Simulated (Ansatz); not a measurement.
Consider the ligand exchange at a B–C bond: `BC(F)(F)F` + `[SiH3]S` → `BS[SiH3]` + trifluoromethane.

Gas-phase electronic energies from Ansatz, PBE0-D4/def2-TZVP geometries. CCSD(T)/CBS is the MP2 limit (def2-TZVPP, def2-QZVPP) plus CCSD(T) − MP2 in def2-TZVPP, frozen cores. This one scheme is used for every species. Functionals use def2-TZVPP. HSE06 is defined as in plane-wave codes.

`BC(F)(F)F`:

```xyz
7

B     0.725    0.105   -0.627
C    -0.478   -0.014    0.416
F    -0.218    0.478    1.635
F    -1.630    0.541    0.014
F    -0.701   -1.344    0.559
H     1.837    0.087   -0.210
H     0.465    0.146   -1.786
```

`[SiH3]S`:

Cartesian coordinates in Å:
```
Si 0.423 -0.271 -0.161
S -0.663 1.400 0.610
H 0.300 -1.458 0.722
H 1.834 0.181 -0.207
H -0.036 -0.640 -1.525
H -1.858 0.788 0.562
```

`BS[SiH3]`:

```xyz
8

B    -0.102   -0.195    1.692
S     0.997   -0.825    0.450
Si    0.137    0.104   -1.294
H    -1.007    0.533    1.411
H     0.104   -0.531    2.817
H     0.184    1.579   -1.154
H    -1.265   -0.345   -1.465
H     0.952   -0.321   -2.458
```

`FC(F)F`:

Z-matrix (Å, degrees):
```
C
F 1 1.331
F 1 1.331 2 108.5
F 1 1.331 2 108.5 3 -117.7
H 1 1.093 2 110.4 3 121.1
```

(1) Is it downhill or uphill in electronic energy at CCSD(T)/CBS, and by how much? (Best estimate.)

(2) What do these levels give: LDA (SPW92), HSE06-D4, BLYP, r2SCAN, SCS-MP2/def2-TZVPP, MP2/def2-QZVPP? (Estimate.)

Largest T1 diagnostic among the species: 0.014.

Results:

(1) Computed: Downhill: ΔE = -27.6 kcal/mol.

(2) Ansatz gave: LDA (SPW92) -28.9, HSE06-D4 -28.7, BLYP -25.9, r2SCAN -27.9, SCS-MP2/def2-TZVPP -28.1, MP2/def2-QZVPP -29.3 kcal/mol.

In def2-TZVPP, CCSD(T) changes the Hartree–Fock value by −2.7 kcal/mol (the triples alone add −0.8 kcal/mol) and MP2 by −4.3 kcal/mol. At CCSD(T), def2-SVP lies −1.5 kcal/mol from the extrapolated value and def2-TZVPP −0.5 kcal/mol.
